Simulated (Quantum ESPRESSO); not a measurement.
## TiO: Wannier functions under several settings

```
CELL_PARAMETERS angstrom
0.00000 2.46929 2.46929
2.46929 0.00000 2.46929
2.46929 2.46929 0.00000
ATOMIC_POSITIONS crystal
Ti 0.00000 0.00000 0.00000
O 0.25000 0.25000 0.25000
```

The cell comes from a database or a generator and needn't be the stable form of this composition.

All runs used Quantum ESPRESSO 7.5; potentials GBRV 1.5 LDA; k mesh 7 × 7 × 7; given cell; no spin polarisation; cutoff 612 eV; occupations fermi-dirac, width 0.05 eV.

```tsv
level	start	Wannier mesh	spread a function (Å²)	RMS miss of the bands (meV)
LDA	atomic projections with disentanglement	5 × 5 × 5	0.82	4
LDA	atomic projections with disentanglement, not minimised	5 × 5 × 5	1.21	7
LDA	SCDM with an erfc weight	5 × 5 × 5	?	?
```

Q: What stands in the row left open?

A: Spread a function 1.55 Å²; RMS miss of the bands 44 meV.

Caveats: the Wannier minimisation didn't converge (some runs).

For the row left open. Caveat: the k mesh is coarse.
